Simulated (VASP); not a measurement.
Here is a VASP 6.6.1 calculation.

INCAR

```
SYSTEM = InAs
PREC     = Accurate       ! precision mode
ENCUT    = 600            ! plane-wave cutoff, eV
EDIFF    = 1E-6           ! SCF threshold, eV
ISMEAR   = 0              ! smearing method
SIGMA    = 0.03           ! smearing width, eV
LREAL    = .False.        ! projectors in reciprocal space
LASPH    = .True.         ! aspherical terms in the spheres
NELM     = 80             ! most SCF steps
ALGO     = Normal         ! electronic algorithm
ISIF     = 3              ! what is computed and relaxed
LWAVE    = .False.        ! write WAVECAR
LCHARG   = .False.        ! write CHGCAR
METAGGA  = R2SCAN         ! meta-GGA
LMIXTAU  = .True.       
IBRION   = 2              ! ionic algorithm
NSW      = 90             ! ionic steps
EDIFFG   = -0.01          ! ionic threshold
```

The input KPOINTS:

```
regular mesh
0
Gamma
  10 10 10
  0 0 0
```

POSCAR

```
InAs
1.0
    0.0000000000      3.0180000000      3.0180000000
    3.0180000000      0.0000000000      3.0180000000
    3.0180000000      3.0180000000      0.0000000000
In As
1 1
Direct
    0.0000000000      0.0000000000      0.0000000000
    0.2500000000      0.2500000000      0.2500000000
```

Potentials or basis: VASP PAW PBE potentials, release 64 (In_d, As).

Launch:

```bash
$ cat potpaw_PBE.64/In_d/POTCAR potpaw_PBE.64/As/POTCAR > POTCAR
$ mpirun -np 1 vasp_std > vasp.out
```

**Question.** What does it give for the space group after relaxing (to 0.05 Å)?

**Answer.** F-43m (No. 216).

**Question.** Estimate the relaxed volume.

**Answer.** 28.52 Å³/atom.

**Question.** Predict the relaxed cell.

**Answer.** a = 4.321 Å, b = 4.321 Å, c = 4.321 Å, α = 60.00°, β = 60.00°, γ = 60.00°.

**Question.** What does it give for the band gap on the k mesh?

**Answer.** 0.08 eV, direct.

Final structure:
```
CELL_PARAMETERS angstrom
0.00000 3.05513 3.05513
3.05513 0.00000 3.05513
3.05513 3.05513 0.00000
ATOMIC_POSITIONS crystal
In 0.00000 0.00000 0.00000
As 0.25000 0.25000 0.25000
```

Caveat: the PAW data sets were made with another functional, which shifts forces and pressure a little; spin-orbit coupling is left out, which moves the levels of the heavy elements. Zero-point motion and thermal expansion aren't in these numbers.
